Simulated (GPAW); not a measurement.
# zinc-blende (ZnSe)₁₋ₓ(BeSe)ₓ at x = 0: the Se K absorption edge, part 2 of 2

What does the Se K edge look like in zinc-blende (ZnSe)₁₋ₓ(BeSe)ₓ at x = 0?

GPAW 26.7.0; X-ray absorption from dipole matrix elements to empty bands, plane-wave PAW PBE.

So far. Step 2 (The field without a hole): The mesh shows a gap of 1.30 eV. The excited electron is kept all the same, so that all members of the series, with or without a gap, are treated alike.

## 4. Spectrum with XCH, Se atom 2

The holes are 8.0 Å apart. In GPAW the data set carries the hole's charge, so charge=0 means a charged cell and charge=-1 a neutral one. The excited electron is kept in the cell, where it fills the lowest empty states and screens the hole. After the field has converged, empty bands are computed with the density fixed and the dipole matrix elements are summed.

The absorber has 4 Zn at 2.45 Å (tetrahedral).

The input, xas.py:

```python
import numpy as np
from ase import Atoms
from ase.parallel import parprint, paropen
from gpaw import GPAW, PW, FermiDirac, Mixer, MixerDif, setup_paths
from gpaw.test import gen
setup_paths.insert(0, '.')
gen('Se', name='fch1s', xcname='PBE', corehole=(1, 0, 1), write_xml=True)
from gpaw.mpi import world
world.barrier()

atoms = Atoms('ZnSeZnSeZnSeZnSeZnSeZnSeZnSeZnSe',
    cell=[[0, 5.668, 5.668],
     [5.668, 0, 5.668],
     [5.668, 5.668, 0]],
    scaled_positions=[[0, 0, 0],
     [0.125, 0.125, 0.125],
     [0, 0, 0.5],
     [0.125, 0.125, 0.625],
     [0, 0.5, 0],
     [0.125, 0.625, 0.125],
     [0, 0.5, 0.5],
     [0.125, 0.625, 0.625],
     [0.5, 0, 0],
     [0.625, 0.125, 0.125],
     [0.5, 0, 0.5],
     [0.625, 0.125, 0.625],
     [0.5, 0.5, 0],
     [0.625, 0.625, 0.125],
     [0.5, 0.5, 0.5],
     [0.625, 0.625, 0.625]],
    pbc=True)
atoms.calc = calc = GPAW(legacy_gpaw=True, mode=PW(400, force_complex_dtype=True), xc='PBE', setups={1: 'fch1s'},
    kpts={'size': (3, 3, 3), 'gamma': True}, occupations=FermiDirac(0.04),
    charge=-1, mixer=Mixer(0.1, 5, 50), maxiter=150,
    convergence={'density': 0.0001, 'eigenstates': 1e-6}, txt='scf.txt')
energy = atoms.get_potential_energy() + calc.get_reference_energy()
ef = calc.get_fermi_level()
out = dict(energy=energy, fermi=ef, forces=atoms.get_forces().tolist())
parprint(f'all-electron energy {energy:.4f} eV, Fermi level {ef:.4f} eV')
ev = np.array([[calc.get_eigenvalues(k, s) for k in range(len(calc.get_ibz_k_points()))] for s in range(calc.get_number_of_spins())])
out['homo'], out['lumo'], out['counts'] = ev[ev < ef].max(), ev[ev > ef].min(), sorted(set((ev < ef).sum((0, 2)).tolist()))
out['filled'] = (ev[:, 0] < ef).sum(1).tolist()

from ase.units import Ha
from gpaw.xas import dipole_matrix_elements
nb = int(calc.get_number_of_electrons() / 2) + 186
top, nb = nb, nb + 8 + nb // 12
nscf = calc.fixed_density(kpts={'size': (4, 4, 4), 'gamma': True}, nbands=nb,
    convergence={'bands': top, 'eigenstates': 5e-3}, maxiter=60, txt='nscf.txt')
cell = atoms.cell.array
ops = [cell.T @ U.T @ np.linalg.inv(cell.T) for U in nscf.wfs.kd.symmetry.op_scc]
filled = [72]  # bands filled in the ground state, by spin
E = np.arange(-6, 30, 0.1)
fwhm = np.interp(E, [4, 25], [2.33, 3.5])
Y, X, zero, highest = 0, 0, 1e9, 1e9
for spin in range(nscf.get_number_of_spins()):
    wfs = nscf.wfs
    mine = wfs.bd.get_slice()  # this rank's bands
    A = dipole_matrix_elements(wfs.setups[1])
    eps = np.zeros((wfs.kd.nibzkpts, nb))
    d = np.zeros((3, A.shape[1], wfs.kd.nibzkpts, nb), complex)
    for kpt in wfs.kpt_u:
        if kpt.s == spin and 1 in kpt.P_ani:
            eps[kpt.k, mine] = kpt.eps_n * Ha
            d[:, :, kpt.k, mine] = (kpt.weight * wfs.nspins / 2) ** 0.5 * np.inner(A, kpt.P_ani[1])
    world.sum(eps)
    world.sum(d)
    T = np.einsum('amkn,bmkn->abkn', d, d.conj()).real
    T = sum(np.einsum('ai,ijkn,bj->abkn', R, T, R) for R in ops) / len(ops)
    empty = np.ones_like(eps, bool) & (np.arange(nb) >= filled[spin])
    zero, highest = min(zero, eps[empty].min()), min(highest, eps[:, top - 1].min())
    lines = [(eps, T, empty)] if spin == 0 else lines + [(eps, T, empty)]
for eps, T, empty in lines:
    f = np.einsum('aakn->akn', T).reshape(3, -1)
    x = eps.ravel() - zero
    w = np.interp(x, E, fwhm) / 2.35482
    g = np.exp(-0.5 * ((E[:, None] - x) / w) ** 2) / (w * (2 * np.pi) ** 0.5)
    Y = Y + (f * empty.ravel()) @ g.T
    X = X + (f * ~empty.ravel()) @ g.T
out.update(E=E.round(2).tolist(), xas=Y.tolist(), xes=X.tolist(), zero=zero, valid=highest - zero, nk=len(eps), nb=nb)
for i in range(0, len(E), 10):
    parprint(f'{E[i]:7.2f}', *(f'{v:10.3e}' for v in Y[:, i]))
import json
with paropen('out.json', 'w') as f:
    json.dump(out, f)
```

The run is started by

```sh
> OMP_NUM_THREADS=1 mpirun -n 4 gpaw python xas.py
```

Numbers of over 12 decimals in the logs are rounded to 6 here.

Output:

```text
Input parameters:
  charge: -1
  convergence: {density: 0.0001,
                eigenstates: 1e-06}
  kpts: {gamma: True,
         size: (3, 3, 3)}
  maxiter: 150
  mixer: {backend: pulay,
          beta: 0.1,
          method: separate,
          nmaxold: 5,
          weight: 50}
  mode: {ecut: 400.0,
         force_complex_dtype: True,
         name: pw}
  occupations: {fixmagmom: False,
                name: fermi-dirac,
                width: 0.04}
  setups: {1: fch1s}
  xc: PBE

Initialize ...

[... PAW data sets ...]

Reference energy: -907015.563358  # eV

Spin-paired calculation

[... convergence settings ...]
Symmetries present (total): 6
  [... symmetry matrices ...]

27 k-points: 3 x 3 x 3 Monkhorst-Pack grid
6 k-points in the irreducible part of the Brillouin zone
       k-points in crystal coordinates                weights
   0:     0.00000000    0.00000000    0.00000000          1/27
   1:     0.33333333    0.00000000   -0.33333333          6/27
   2:     0.33333333    0.00000000    0.00000000          6/27
   3:     0.33333333    0.33333333   -0.33333333          6/27
   4:     0.33333333    0.33333333    0.00000000          6/27
   5:     0.33333333    0.33333333    0.33333333          2/27

Wave functions: Plane wave expansion
  Cutoff energy: 400.000 eV
  Number of coefficients (min, max): 6605, 6616
  Pulay-stress correction: 0.000000 eV/Ang^3 (de/decut=0.000000)
  Using FFTW library
  Wavefunction extrapolation:
    Improved wavefunction reuse through dual PAW basis

Occupation numbers: Fermi-Dirac:
  width: 0.0400  # eV

Eigensolver
   Davidson(niter=2)

Densities:
  Coarse grid: 40*40*40 grid
  Fine grid: 80*80*80 grid
  Total Charge: 0.000000

Density mixing:
  Method: separate
  Backend: pulay
  Linear mixing parameter: 0.1
  old densities: 5
  Width of damping distribution: 1.1
  Damping of long wavelength oscillations: 50

[... Hamiltonian set-up ...]
Number of atoms: 16
Number of atomic orbitals: 104
Number of bands in calculation: 91
Number of valence electrons: 145
Bands to converge: occupied

... initialized

Initializing position-dependent things.

Density initialized from atomic densities
Creating initial wave functions:
  91 bands from LCAO basis set

                             Se

                    Se   Zn
                      Se
                Zn
             Se            Se
                  Zn
                  Se
         Zn            Zn
                    Se
              Zn
           Se   Zn

       Zn

Atomic positions and initial magnetic moments

Positions:
   0 Zn     0.000000    0.000000    0.000000    ( 0.0000,  0.0000,  0.0000)
   1 Se     1.417000    1.417000    1.417000    ( 0.0000,  0.0000,  0.0000)
   2 Zn     2.834000    2.834000    0.000000    ( 0.0000,  0.0000,  0.0000)
   3 Se     4.251000    4.251000    1.417000    ( 0.0000,  0.0000,  0.0000)
   4 Zn     2.834000    0.000000    2.834000    ( 0.0000,  0.0000,  0.0000)
   5 Se     4.251000    1.417000    4.251000    ( 0.0000,  0.0000,  0.0000)
   6 Zn     5.668000    2.834000    2.834000    ( 0.0000,  0.0000,  0.0000)
[...]
13 Se     4.251000    4.251000    7.085000    ( 0.0000,  0.0000,  0.0000)
  14 Zn     5.668000    5.668000    5.668000    ( 0.0000,  0.0000,  0.0000)
  15 Se     7.085000    7.085000    7.085000    ( 0.0000,  0.0000,  0.0000)

Unit cell:
           periodic     x           y           z      points  spacing
  1. axis:    yes    0.000000    5.668000    5.668000    40     0.1636
  2. axis:    yes    5.668000    0.000000    5.668000    40     0.1636
  3. axis:    yes    5.668000    5.668000    0.000000    40     0.1636

  Lengths:   8.015762   8.015762   8.015762
  Angles:   60.000000  60.000000  60.000000

Effective grid spacing dv^(1/3) = 0.1785

iter:   1   -59.236762
iter:   2   -58.850774   -0.32  -1.28
iter:   3   -57.016158   -1.10  -1.33
iter:   4   -57.085715   -1.70  -1.58
iter:   5   -57.109901   -2.12  -1.64
iter:   6   -57.050164c  -2.96  -2.33
iter:   7   -57.041303c  -2.76  -2.39
iter:   8   -57.041840c  -3.51  -2.92
iter:   9   -57.040331c  -3.81  -3.17
iter:  10   -57.039919c  -4.73  -3.24
iter:  11   -57.039942c  -5.22  -3.54
iter:  12   -57.040019c  -5.43  -3.61
iter:  13   -57.039927c  -5.62  -3.89
iter:  14   -57.039927c  -6.06c -4.08c

Converged after 14 iterations.

Dipole moment: (-29.540108, -29.540108, -29.540108) |e|*Ang

Energy contributions relative to reference atoms: (reference = -907015.563358)

Kinetic:       +136.712010
Potential:     -120.535777
External:        +0.000000
XC:             -72.450374
Entropy (-ST):   -0.013375
Local:           -0.759099
SIC:             +0.000000
--------------------------
Free energy:    -57.046615
Extrapolated:   -57.039927

Showing only first 2 kpts
 Kpt  Band  Eigenvalues  Occupancy
  0    70      3.85867    2.00000
  0    71      3.85868    2.00000
  0    72      4.88341    2.00000
  0    73      6.16421    1.99867

  1    70      2.80499    2.00000
  1    71      3.47897    2.00000
  1    72      6.91704    0.00002
[...]
Fermi level: 6.45686

No gap
No difference between direct/indirect transitions

Forces in eV/Ang:
  0 Zn   -0.60212   -0.60212   -0.60212
  1 Se   -0.00003   -0.00003   -0.00003
  2 Zn    0.60212    0.60212   -0.60211
  3 Se   -0.00005   -0.00005    0.06580
  4 Zn    0.60212   -0.60211    0.60212
  5 Se   -0.00005    0.06580   -0.00005
  6 Zn    0.03693   -0.03696   -0.03696
[...]
13 Se   -0.00002   -0.00002   -0.06583
 14 Zn    0.03697    0.03697    0.03697
 15 Se   -0.00000   -0.00000   -0.00000
Scalar-relativistic atomic PBE calculation for Se (Selenium, Z=34)
Core hole in 1s state (1s occupation: 1.0)
600 radial gridpoints.
|------------------------------------------------|
|------------------------------------------------|
[... the atom generator's iteration count ...]

Energy contributions:
-------------------------
Kinetic:    +1995.332652
XC:           -77.338929
Potential:  -3880.415820
-------------------------
Total:      -1962.422097

state      eigenvalue         ekin         rmax
-----------------------------------------------
1s^1.0 :  -474.645999   596.265971        0.029
2s^2.0 :   -62.888667   119.745014        0.161
2p^6.0 :   -56.461753   117.818727        0.128
3s^2.0 :    -8.979962    28.652734        0.489
3p^6.0 :    -6.776424    26.375695        0.482
3d^10.0:    -2.889029    21.572423        0.430
4s^2.0 :    -1.099374     4.413458        1.422
4p^4.0 :    -0.643622     3.138376        1.627
-----------------------------------------------
(units: Bohr and Hartree)

Generating PAW setup
Kinetic energy of the core from tauc = 1996.400626
Cutoffs:
rc(s)=1.600
rc(p)=1.900
rc(d)=1.600
rc(vbar)=1.440
rc(comp)=1.600
rc(nct)=1.900

Kinetic energy of the core states: 1973.952231
Charge: 1.0
Core electrons: 27.0
Valence electrons: 6.0
Pseudo-core charge: 0.683671
Shape function alpha=3.906
Pseudo-electron charge 7.110734
state    eigenvalue         norm
--------------------------------
4s(2) :    -1.099374     1.141074
*s    :    -0.099374
4p(4) :    -0.643622     1.036229
*p    :     0.356378
*d    :     0.000000
--------------------------------

Diagonalizing with gridspacing h=0.050

state   all-electron     PAW
-------------------------------
4s:      -1.099374    -1.100023
4p:      -0.643622    -0.644201
*d:                   -0.133486
*f:                   -0.018142
-------------------------------
all-electron energy -907072.6033 eV, Fermi level 6.4569 eV
[...]
27.00  9.215e-08  9.215e-08  9.215e-08
  28.00  8.229e-08  8.229e-08  8.229e-08
  29.00  7.035e-08  7.035e-08  7.035e-08
```

Run time: 3.7 min. Hardware: 4 MPI ranks of Arm Neoverse V1, shared host; peak memory 0.56 GiB.

The Se K spectrum, Se atom 2, excited-electron core hole (neutral cell) (energy from the bottom of the conduction band, which holds the excited electron; intensity scaled to a mean of 1 over the first 20 eV):

```
E (eV)  intensity
  -2.0       0.00
  -1.5       0.00
  -1.0       0.02
  -0.5       0.05
   0.0       0.13
   0.5       0.28
   1.0       0.52
   1.5       0.80
   2.0       1.08
   2.5       1.27
   3.0       1.37
   3.5       1.40
   4.0       1.41
   4.5       1.40
   5.0       1.40
   5.5       1.41
   6.0       1.44
   6.5       1.48
   7.0       1.48
   7.5       1.41
   8.0       1.31
   8.5       1.19
   9.0       1.06
   9.5       0.93
  10.0       0.79
  10.5       0.67
  11.0       0.59
  11.5       0.58
  12.0       0.62
  12.5       0.69
  13.0       0.78
  13.5       0.86
  14.0       0.92
  14.5       0.96
  15.0       0.97
  15.5       0.97
  16.0       0.95
  16.5       0.94
  17.0       0.94
  17.5       0.93
  18.0       0.92
  18.5       0.90
  19.0       0.86
  19.5       0.83
  20.0       0.81
  20.5       0.82
  21.0       0.85
  21.5       0.89
  22.0       0.92
  22.5       0.94
  23.0       0.93
  23.5       0.92
  24.0       0.91
  24.5       0.92
  25.0       0.95
  25.5       0.99
  26.0       1.03
  26.5       1.06
  27.0       1.05
  27.5       1.00
  28.0       0.93
  28.5       0.86
```

Main maxima below 28 eV (height): 6.8 eV (1.48), 15.0 eV (0.97), 22.6 eV (0.94) and 26.6 eV (1.06). A K edge sees empty p states on the absorber.

The energy difference (zero at 12695 eV) isn't read as a photon energy: for so heavy an absorber the terms left out (the hole's spin, the functional's error) amount to tens of eV or more.

## 5. Reference energy of the cell

The absorbing element, whose data set is made anew, changes for the next run, so it gets a reference energy of its own.

The input, scf.py:

```python
import numpy as np
from ase import Atoms
from ase.parallel import parprint, paropen
from gpaw import GPAW, PW, FermiDirac, Mixer, MixerDif, setup_paths
from gpaw.test import gen
setup_paths.insert(0, '.')
gen('Zn', name='nch1s', xcname='PBE', corehole=(1, 0, 0), write_xml=True)
from gpaw.mpi import world
world.barrier()

atoms = Atoms('ZnSeZnSeZnSeZnSeZnSeZnSeZnSeZnSe',
    cell=[[0, 5.668, 5.668],
     [5.668, 0, 5.668],
     [5.668, 5.668, 0]],
    scaled_positions=[[0, 0, 0],
     [0.125, 0.125, 0.125],
     [0, 0, 0.5],
     [0.125, 0.125, 0.625],
     [0, 0.5, 0],
     [0.125, 0.625, 0.125],
     [0, 0.5, 0.5],
     [0.125, 0.625, 0.625],
     [0.5, 0, 0],
     [0.625, 0.125, 0.125],
     [0.5, 0, 0.5],
     [0.625, 0.125, 0.625],
     [0.5, 0.5, 0],
     [0.625, 0.625, 0.125],
     [0.5, 0.5, 0.5],
     [0.625, 0.625, 0.625]],
    pbc=True)
atoms.calc = calc = GPAW(legacy_gpaw=True, mode=PW(400, force_complex_dtype=True), xc='PBE', setups={0: 'nch1s'},
    kpts={'size': (3, 3, 3), 'gamma': True}, occupations=FermiDirac(0.02),
    charge=0, mixer=Mixer(0.1, 5, 50), maxiter=150,
    convergence={'density': 0.0001, 'eigenstates': 1e-6}, txt='scf.txt')
energy = atoms.get_potential_energy() + calc.get_reference_energy()
ef = calc.get_fermi_level()
out = dict(energy=energy, fermi=ef, forces=atoms.get_forces().tolist())
parprint(f'all-electron energy {energy:.4f} eV, Fermi level {ef:.4f} eV')
ev = np.array([[calc.get_eigenvalues(k, s) for k in range(len(calc.get_ibz_k_points()))] for s in range(calc.get_number_of_spins())])
out['homo'], out['lumo'], out['counts'] = ev[ev < ef].max(), ev[ev > ef].min(), sorted(set((ev < ef).sum((0, 2)).tolist()))
out['filled'] = (ev[:, 0] < ef).sum(1).tolist()
import json
with paropen('out.json', 'w') as f:
    json.dump(out, f)
```

The run is started by

```sh
> OMP_NUM_THREADS=1 mpirun -n 4 gpaw python scf.py
```

Output:

```text
Input parameters:
  convergence: {density: 0.0001,
                eigenstates: 1e-06}
  kpts: {gamma: True,
         size: (3, 3, 3)}
  maxiter: 150
  mixer: {backend: pulay,
          beta: 0.1,
          method: separate,
          nmaxold: 5,
          weight: 50}
  mode: {ecut: 400.0,
         force_complex_dtype: True,
         name: pw}
  occupations: {fixmagmom: False,
                name: fermi-dirac,
[...]
*s    :     0.780349
4p(0) :    -0.041035     1.007410
*p    :     0.958965
3d(10):    -0.372700     0.153765
*d    :     0.627300
--------------------------------

Diagonalizing with gridspacing h=0.050

state   all-electron     PAW
-------------------------------
4s:      -0.219651    -0.219820
4p:      -0.041035    -0.041071
3d:      -0.372700    -0.373322
*f:                    0.071886
-------------------------------
all-electron energy -919767.2341 eV, Fermi level 4.3474 eV
[key lines of the parts left out:]
Converged after 13 iterations.
Dipole moment: (-28.827399, -28.827399, -28.827399) |e|*Ang
Free energy:    -48.363121
Fermi level: 4.34740
```

Elapsed: 27 s, on 4 MPI ranks; peak memory 0.34 GiB.

Reference energy: -919767.234 eV with the cores included.

## 6. Spectrum with XCH, Zn atom 1

The holes are 8.0 Å apart. The excited electron is kept in the cell, where it fills the lowest empty states and screens the hole. After the field has converged, empty bands are computed with the density fixed and the dipole matrix elements are summed.

The absorber has 4 Se at 2.45 Å (tetrahedral).

Edit xas.py of step 4 so:

```diff
@@ -6,3 +6,3 @@
 setup_paths.insert(0, '.')
-gen('Se', name='fch1s', xcname='PBE', corehole=(1, 0, 1), write_xml=True)
+gen('Zn', name='fch1s', xcname='PBE', corehole=(1, 0, 1), write_xml=True)
 from gpaw.mpi import world
@@ -31,3 +31,3 @@
     pbc=True)
-atoms.calc = calc = GPAW(legacy_gpaw=True, mode=PW(400, force_complex_dtype=True), xc='PBE', setups={1: 'fch1s'},
+atoms.calc = calc = GPAW(legacy_gpaw=True, mode=PW(400, force_complex_dtype=True), xc='PBE', setups={0: 'fch1s'},
     kpts={'size': (3, 3, 3), 'gamma': True}, occupations=FermiDirac(0.04),
@@ -53,3 +53,3 @@
 E = np.arange(-6, 30, 0.1)
-fwhm = np.interp(E, [4, 25], [2.33, 3.5])
+fwhm = np.interp(E, [4, 25], [1.67, 3.5])
 Y, X, zero, highest = 0, 0, 1e9, 1e9
@@ -58,3 +58,3 @@
     mine = wfs.bd.get_slice()  # this rank's bands
-    A = dipole_matrix_elements(wfs.setups[1])
+    A = dipole_matrix_elements(wfs.setups[0])
     eps = np.zeros((wfs.kd.nibzkpts, nb))
@@ -62,5 +62,5 @@
     for kpt in wfs.kpt_u:
-        if kpt.s == spin and 1 in kpt.P_ani:
+        if kpt.s == spin and 0 in kpt.P_ani:
             eps[kpt.k, mine] = kpt.eps_n * Ha
-            d[:, :, kpt.k, mine] = (kpt.weight * wfs.nspins / 2) ** 0.5 * np.inner(A, kpt.P_ani[1])
+            d[:, :, kpt.k, mine] = (kpt.weight * wfs.nspins / 2) ** 0.5 * np.inner(A, kpt.P_ani[0])
     world.sum(eps)
```

The run is started by

```sh
> OMP_NUM_THREADS=1 mpirun -n 4 gpaw python xas.py
```

Output:

```text
Input parameters:
  charge: -1
  convergence: {density: 0.0001,
                eigenstates: 1e-06}
  kpts: {gamma: True,
         size: (3, 3, 3)}
  maxiter: 150
  mixer: {backend: pulay,
          beta: 0.1,
          method: separate,
          nmaxold: 5,
          weight: 50}
  mode: {ecut: 400.0,
         force_complex_dtype: True,
         name: pw}
  occupations: {fixmagmom: False,
[...]
*d    :    -0.022506
--------------------------------

Diagonalizing with gridspacing h=0.050

state   all-electron     PAW
-------------------------------
4s:      -0.591866    -0.592148
4p:      -0.335189    -0.335391
3d:      -1.022506    -1.022962
*f:                   -0.019081
-------------------------------
all-electron energy -910074.7117 eV, Fermi level 6.4346 eV
[...]
28.00  1.483e-07  1.483e-07  1.483e-07
  29.00  1.470e-07  1.470e-07  1.470e-07
[key lines of the parts left out:]
Converged after 14 iterations.
Dipole moment: (-28.909446, -28.909446, -28.909446) |e|*Ang
Free energy:    -54.621282
Fermi level: 6.43463
```

It took 2.1 min on 4 MPI ranks; peak memory 0.54 GiB.

The Zn K spectrum, Zn atom 1, excited-electron core hole (neutral cell) (energy from the bottom of the conduction band, which holds the excited electron; intensity scaled to a mean of 1 over the first 20 eV):

```csv
E (eV),intensity
-2.0,0.00
-1.0,0.00
0.0,0.02
1.0,0.17
2.0,0.62
3.0,1.11
4.0,1.58
5.0,2.08
6.0,1.52
7.0,0.97
8.0,0.97
9.0,1.00
10.0,0.88
11.0,0.96
12.0,1.19
13.0,1.23
14.0,1.08
15.0,0.90
16.0,0.78
17.0,0.78
18.0,0.86
19.0,0.83
20.0,0.74
21.0,0.75
22.0,0.81
23.0,0.84
24.0,0.84
25.0,0.85
26.0,0.88
27.0,0.90
28.0,0.90
29.0,0.90
```

Main maxima below 28 eV (height): 5.0 eV (2.08), 8.6 eV (1.01), 12.6 eV (1.25) and 18.4 eV (0.86). 

The total-energy difference is 9692.52 eV. One term is added: -30.96 eV, since the hole is spin-paired here and a spin-polarised one costs that much less in the free atom (computed apart). The photon energy is then 9661.56 eV. The tabulated edge of the element is 9659 eV. The functional leaves an error of a few eV in such absolute values.

## 7. What came out

* absorber and edge: Se K, atom 2 of the ground-state input (counted from 1)
* surroundings: 4 Zn at 2.45 Å (tetrahedral)
* highest intensity below 24 eV: 6.8 eV above the zero, height 1.48

**Reading.** The Se K edge of atom 2, with 4 Zn at 2.45 Å (tetrahedral), has its highest intensity of the first 24 eV at 6.8 eV above the zero, 1.5 times the mean level of the first 20 eV (Gaussian full width 2.33 eV up to 4 eV, rising linearly to 3.5 eV at 25 eV). The script folds with a Gaussian, whereas the core hole's own line is a Lorentzian, so the onset is too steep and the first peak too high.

[Banner, clock and machine lines of the logs are left out without a mark of their own.]

[Logs are printed without paths, hosts, clocks, repeated set-up lines and the standing remarks that a program may print on its own settings, such as how far it seeks lower states.]

[Hosts, paths, dates, database ids (printed as entryN), source tags and the programs' standing remarks are cut or masked in the printed files.]

[Lists of maxima count a maximum above −3 eV only where it reaches 4 % of the highest in the window and stands out from its surroundings by 2 % of it (1.5 % where it reaches 55 %); shoulders and weaker maxima are passed over, and of the rest the first, up to two pre-edge ones and the few strongest are named.]
